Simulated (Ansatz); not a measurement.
Here is an Ansatz 0.2.0 calculation.

File input.yaml:

```yaml
crystal:
  lattice:
    - [-1.60842, 1.60842, 1.87318]
    - [1.60842, -1.60842, 1.87318]
    - [1.60842, 1.60842, -1.87318]
  atoms:
    - { symbol: Ge, position: [0.5, 0.5, 0.0] }
hamiltonian:
  xc: pbesol
  pseudopotentials: { kind: paw }
  dispersion: d4
kpoints:
  mp_grid: { grid: [12, 12, 12] }
scf:
  occupations: { method: fermi_dirac, width: 0.05 }
output:
  forces: true
  stress: true
  eigenvalues: true
relax:
  f_tol: 0.01
  max_steps: 40
  cell: { stress_tol: 0.05 }
```

Potentials or basis: Ansatz PAW.

The run is started by

```bash
$ ansatz run input.yaml --threads 2 --pin off --max-ram 5632MiB --backend cpu --events-out ev --progress --plain --runs-dir out
```

What does it give for the space group after relaxing (to 0.05 Å)?

I4/mmm (No. 139).

Predict the band gap on the k mesh.

none (metal or under the smearing width).

Final structure:
```
Ge
1.0
    -1.57401    1.57401    1.81496
     1.57401   -1.57401    1.81496
     1.57401    1.57401   -1.81496
Ge
1
Direct
  0.50000 0.50000 0.00000
```
